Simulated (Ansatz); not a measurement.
The calculation used Ansatz 0.2.0, DFT PBE, scalar-relativistic, plane waves, PAW. Settings: cutoff 420 eV, Γ-centred meshes spaced at most about 0.3 Å⁻¹, and about 0.25 Å⁻¹ or finer for metals (2π included), Gaussian smearing. No spin polarisation.

Temperature and zero-point effects are left out.

Two forms of Li2H were relaxed alike.

1.

Space group P6_3/mmc (No. 194). a = 2.809 Å, b = 2.809 Å, c = 10.246 Å, α = 90.00°, β = 90.00°, γ = 120.00°
| atom | site | symmetry | x | y | z |
| --- | --- | --- | --- | --- | --- |
| Li | 4f | 3m. | 0.3333 | 0.6667 | 0.3721 |
| H | 2b | -6m2 | 0.0000 | 0.0000 | 0.2500 |

2.

Space group P-6m2 (No. 187). a = 2.798 Å, b = 2.798 Å, c = 5.210 Å, α = 90.00°, β = 90.00°, γ = 120.00°
```tsv
atom	site	symmetry	x	y	z
Li	2i	3m.	0.6667	0.3333	0.7604
H	1a	-6m2	0.0000	0.0000	0.0000
```

Question: Which would you expect to be lower, and how large is the difference?

Answer: Cell 1 is lower, by 15 meV/atom. Cell 1 has space group P6_3/mmc (No. 194), 11.7 Å³/atom and no gap on its mesh; cell 2 has space group P-6m2 (No. 187), 11.8 Å³/atom and no gap. In cell 1, Li has 3 H at 2.05 Å, 1 Li at 2.50 Å and 6 Li at 2.81 Å; around H lie 6 Li at 2.05 Å. In cell 2, Li is surrounded by 3 H at 2.04 Å, 1 Li at 2.50 Å and 7 Li at 2.71–2.80 Å; H has 6 Li at 2.04 Å. Both come from invented guesses. Shaken at random and relaxed again, cell 2 falls into a cell with space group Pmmn (No. 59), 60 meV/atom lower and the lowest form computed, so it is a saddle point or a shallow minimum. Checks on cell 1: no imaginary mode on a 3×3×1 q mesh.

The k mesh leaves some 4 meV/atom of noise in the energy of each metallic cell. With hydrogen, zero-point motion can shift such differences by 10 meV/atom or more. Cells without such a test can be saddle points. Some structure types and database cells were kept out of the candidates from the start, so a known form may be missing.
